## How far must the forces in diamond reach?

An atom-by-atom simulation of heat flow in diamond needs a force model, and an early choice is how far its forces reach. Springs between bonded atoms alone are cheap and easy to adjust. The phonon frequencies below show which vibrations such springs describe well, and which they get wrong by about a fifth.

Harmonic phonon frequencies of diamond at the given geometry (2-atom cell), from ABINIT 10.8.3 with PBE, PseudoDojo NC SR PBE v0.4.1 standard potentials, a 1006.82 eV plane-wave cutoff and a shifted 4×4×4 k mesh. The acoustic sum rule is imposed. Phonon q rows 1, 2 and 3 are (0, 0, 0), (0.5, 0, 0) and (0.5, 0.5, 0) in primitive reciprocal lattice vectors.

```tsv
row	phonon q row (row)	phonon frequency (cm⁻¹)
1	1	0.0
2	1	0.0
3	1	0.0
4	1	1295.8
5	1	1295.8
6	1	1295.8
7	2	548.2
8	2	548.2
9	2	1049.5
10	2	1201.4
11	2	1201.4
12	2	1250.7
13	3	784.4
14	3	784.4
15	3	1066.3
16	3	1066.3
17	3	1198.6
18	3	1198.6
```

The three values of "phonon q row" stand for three wave patterns. In pattern 1, called Γ, all cells move alike. Patterns 2 and 3, called L and X, are short waves along a bond and along a cube edge. Motion across the direction of travel is transverse, motion along it longitudinal. The single frequencies at L, rows 9 and 12, are longitudinal, because transverse ones come in equal pairs there. At X, the established order of diamond's branches makes rows 17 and 18 the longitudinal pair.

### A rule for pairs of frequencies

Diamond consists of two interlocking sets of atoms, or sublattices, and the four bonded neighbours of each atom belong to the other set. Imagine holding one set still while the other vibrates in some wave pattern. If only bonded neighbours exert forces, each moving atom feels four fixed partners. It can't tell how its own set is moving elsewhere, so the wavelength has no effect on its stiffness. Nor does the direction of motion matter, because the four partners form a regular tetrahedron.

Releasing the held set couples two equal oscillators, as with two pendulums joined by a spring. One frequency falls and the other rises, unless the coupling cancels, as it does in rows 17 and 18. For a given direction of motion, with $\nu$ the phonon frequency,

$$\nu_\text{low}^2=s-t,\qquad \nu_\text{high}^2=s+t,\qquad \nu_\text{low}^2+\nu_\text{high}^2=2s .$$

Here $s$ is the squared frequency with one set held still, and $t$ is the strength of the coupling. The coupling depends on the wave but drops out of the sum. At Γ the lower frequency is zero, because shifting the whole crystal costs no energy. The sum at L and X should therefore equal the square of the optical frequency in rows 4 to 6, where the two sets move against each other.

The transverse vibrations follow this rule closely. At both L and X, the sum of squares lies only about 4% above the Γ value. The longitudinal vibrations break it: their sum is 59% too high at L and 71% too high at X. The breaks are thus rows 9, 12, 17 and 18, and no choice of spring constants between bonded neighbours can repair them.

That bonded springs fail at X doesn't hang on the labels of the branches. Added over all six rows there, the squares still exceed the Γ value by 27%. Within harmonic theory, this total can change with the wave only through forces between atoms of the same set. The nearest such atoms are second neighbours, two bonds apart.

### Four bonds squeezed at once

Row 17 suggests one kind of force that could be at work. Take the form of this vibration in which one set rests and the other moves. A resting atom has two bonded neighbours in the plane ahead and two in the plane behind. When the plane ahead moves back, the plane behind moves forward, so all four bonds shorten together. Half a period later they all lengthen.

In a transverse wave at L or X, the length changes around each atom add up to zero, and so they do in the optical vibration at Γ. An energy cost for squeezing or stretching all four bonds together therefore stiffens only the longitudinal waves. Because it ties together the neighbours of one atom, it is also a force within a sublattice. The frequencies alone don't identify its origin. Resistance of the bond angles to bending, for instance, can help to stiffen the same waves.

This breathing cost can be written as $\tfrac12 c\,(\text{sum of the four stretches})^2$ for each atom, with $c$ a stiffness. At X, each moving neighbour stretches its bond by $1/\sqrt3$ of its displacement, because the bonds are tilted to the wave. The four stretches add to $4/\sqrt3$, whose square is $16/3$. At L, one bond lies along the wave and contributes 1, while the other three contribute $1/3$ each. Their sum is 2 and its square is 4, so the breathing cost at L is three quarters of that at X.

### Predicting row 9 from the rows at X

A spring that resisted only stretching would leave row 13 at zero frequency, so each bond gets two constants, $f_L$ along it and $f_T$ across it. Both are divided by the atomic mass and expressed as squared frequencies. In row 13 the bonds turn without changing length, which gives $\nu^2=4f_T$. In row 15 two thirds of the squared relative motion lies along the bonds, which gives $\nu^2=(8f_L+4f_T)/3$. Subtracting the first relation from three times the second isolates $f_L$. In units of $10^6\ \text{cm}^{-2}$,

$$f_L=\frac{3\,\nu_{15}^2-\nu_{13}^2}{8}=\frac{3(1.137)-0.615}{8}=0.3495 .$$

In the model's picture of row 9, the two atomic planes of each double layer move together, and neighbouring double layers move in opposite directions. Only the bonds between double layers change length, by twice the displacement $u$ of an atom. Equating the spring energy $\tfrac12 f_L(2u)^2$ with the energy $2\cdot\tfrac12\nu^2u^2$ of the two atoms gives $\nu^2=2f_L=0.699$. The springs alone therefore predict 836 cm⁻¹, about 20% below the computed 1049.5 cm⁻¹.

The breathing cost is set by row 17. The pair rule gives its spring part as the mean of the squares in rows 13 and 15, which is 0.876, while the computed square is 1.437. Three quarters of the difference belongs to L:

$$\nu_9^2=0.699+\tfrac34(1.437-0.876)=1.12,\qquad \nu_9\approx1058\ \text{cm}^{-1}.$$

This is within 1% of the computed frequency, and row 9 took no part in setting the constants. The model's three constants come from the three distinct frequencies at X, so agreement there is built in. The frequencies at L and the optical one at Γ were left out of the fit, and the model gives all of them within 3% of the computed values. The printed analysis below sets the model with and without the breathing cost beside every row.

The largest remaining error is in row 12, where the model is 3% too low. The longitudinal excess at L is also a little more than three quarters of that at X. Forces of longer reach may account for this, but that remains a guess. The k mesh and cutoff are also usual working values, not tested limits, so misses this small shouldn't be read too closely. The constant $c$ is itself an effective quantity, since it also takes up part of the resistance of the bond angles to bending.

### Why direct springs to second neighbours fail

The obvious repair is to join second neighbours by ordinary springs. These also act within one sublattice, but they resist transverse motion as well. At X they add half as much to the squared transverse frequencies as to the longitudinal ones. To raise row 17 far enough, they must supply much of the stiffness seen in rows 13 and 15, and too little is left for the bonds to supply.

The optical vibration at Γ exposes the error. All atoms of one set move together there, so springs within that set are never stretched. The weakened bonds must carry the vibration alone, and they give about 795 cm⁻¹ where the calculation gives 1296 cm⁻¹. The extra force must reach at least second neighbours, and a term that acts through the atom they share describes it far better than a direct spring.

### What this means for the choice of model

The same picture gives the trend between the tabulated waves. An atom's own motion shortens the bonds on one side as much as it lengthens those on the other, so the breathing cost depends only on how differently the neighbours ahead and behind move. In a long longitudinal wave they move almost alike, and the cost nearly vanishes. Along the line from Γ to X it grows as the square of a sine, and halfway it has reached half its full size. That doesn't make bonded springs safe for sound. In a long acoustic wave along the same line, the atom moves with its neighbours, and its four bonds still lengthen or shorten together, though only slightly. The spring energy vanishes with the strain as well, and in this model the breathing cost compared with it is then twice what it is at X. Bonded springs alone should therefore make longitudinal sound too slow. Only in the longitudinal optical branch does this error fade towards Γ.

A force model for diamond should thus be tested on longitudinal waves, from sound to the shortest. Springs between bonded atoms, if they also resist sideways motion, can reproduce the transverse frequencies in the table and the optical one at Γ within about 2% and still put all four longitudinal ones at L and X roughly 20% too low. A model that lets the bonds of one atom influence each other removes most of that error. For absolute frequencies a separate correction remains, because PBE is known to place diamond's optical vibration a few per cent below experiment.

Numerical output:

```
Transverse pair at L, sum of squares above the Gamma value, percent: 3.858
Transverse pair at X, sum of squares above the Gamma value, percent: 4.358
Longitudinal pair at L, sum of squares above the Gamma value, percent: 58.76
Longitudinal pair at X, sum of squares above the Gamma value, percent: 71.12
All six modes at L, sum of squares above the Gamma value, percent: 22.16
All six modes at X, sum of squares above the Gamma value, percent: 26.61
Longitudinal excess at L over that at X (breathing term alone gives 0.75): 0.8262
Frequencies in 1/cm and misses in percent (X transverse rows fix both models and X longitudinal rows fix the second):
  row  computed  nearest neighbours only     miss  with breathing term  miss with breathing
    1         0                        0        0                    0                    0
    2         0                        0        0                    0                    0
    3         0                        0        0                    0                    0
    4      1296                     1324    2.156                 1324                2.156
    5      1296                     1324    2.156                 1324                2.156
    6      1296                     1324    2.156                 1324                2.156
    7     548.2                    554.7    1.177                554.7                1.177
    8     548.2                    554.7    1.177                554.7                1.177
    9      1050                      836   -20.34                 1058               0.8072
   10      1201                     1202  0.04417                 1202              0.04417
   11      1201                     1202  0.04417                 1202              0.04417
   12      1251                     1026   -17.94                 1214               -2.937
   13     784.4                    784.4        0                784.4                    0
   14     784.4                    784.4        0                784.4                    0
   15      1066                     1066        0                 1066                    0
   16      1066                     1066        0                 1066                    0
   17      1199                      936   -21.91                 1199           -1.897e-14
   18      1199                      936   -21.91                 1199           -1.897e-14
Largest miss at Gamma and L with breathing term, percent: 2.937
Gamma optical frequency from second-neighbour springs, 1/cm: 794.5
Its miss, percent: -38.68
```
